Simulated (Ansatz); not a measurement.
# Ru: one input, then a changed one

The cell was built from the diamond type and relaxed in the same program, and has space group Fd-3m; it needn't be a known or the stable phase.

First run: DFT, PBE, PAW with Ansatz's default frozen-core files, scalar-relativistic (Ansatz 0.2.0).

Command: `ansatz run input.yaml --threads 1 --pin off --max-ram 2048MiB --backend cpu --events-out ev --progress --plain --runs-dir out` The run took 17 s on 1 thread of Intel(R) Xeon(R) 6975P-C (Granite Rapids), on a shared host, peak memory 0.42 GiB.

```yaml
crystal:
  lattice:
    - [0.0, 2.7269856412, 2.7269856412]
    - [2.7269856412, 0.0, 2.7269856412]
    - [2.7269856412, 2.7269856412, 0.0]
  atoms:
    - { symbol: Ru, position: [0.0, 0.0, 0.0] }
    - { symbol: Ru, position: [0.25, 0.25, 0.25] }
kpoints:
  mp_grid: { grid: [10, 10, 10] }
  band_path:
    path:
      - [0.0, 0.0, 0.0]
      - [0.5, 0.0, 0.5]
      - [0.625, 0.25, 0.625]
      - [0.375, 0.375, 0.75]
      - [0.0, 0.0, 0.0]
      - [0.5, 0.5, 0.5]
      - [0.5, 0.25, 0.75]
      - [0.5, 0.0, 0.5]
    npoints: 14
scf:
  occupations: { method: fermi_dirac, width: 0.03 }
hamiltonian:
  xc: pbe
  pseudopotentials: { kind: paw }
output:
  forces: true
  stress: true
  eigenvalues: true
  efg: { contact_densities: true }
  populations: true
  bader: true
  dos: { projected: true, de: 0.2, e_range: [-14, 8] }
  write_density: true
  write_potential: true
  elf: true
  volumetric_format: npy
```

Result: converged; pressure 0.01 GPa; no gap on the k mesh; 7 SCF iterations.

The input is then changed:

```diff
@@ -21,8 +21,9 @@
     npoints: 14
 scf:
-  occupations: { method: fermi_dirac, width: 0.03 }
+  occupations: { method: cold, width: 0.01 }
 hamiltonian:
   xc: pbe
-  pseudopotentials: { kind: paw }
+  pseudopotentials: { kind: nc }
+  dispersion: d4
 output:
   forces: true
@@ -31,9 +32,3 @@
   efg: { contact_densities: true }
   populations: true
-  bader: true
-  dos: { projected: true, de: 0.2, e_range: [-14, 8] }
-  write_density: true
-  write_potential: true
-  elf: true
-  volumetric_format: npy
```

Problem. Predict the outcome of the changed run.

Solution. It was refused before any iteration. The program says:
```
Error: output.efg without hamiltonian.pseudopotentials.kind: paw|paw_fr|all_electron or hamiltonian.pseudopotentials.kind: all_electron — the all-electron EFG reconstruction needs the PAW one-centre densities; drop the efg request, or set kind: paw (paw_fr under spin-orbit coupling) (under a functional that reads the kinetic-energy density, kind: paw is refused in some combinations and carries risks of its own in the rest: see hamiltonian.xc for the refusals and hamiltonian.pseudopotentials.kind for the risks, both in the input reference; kind: paw is refused beside gw.static_remainder)
```
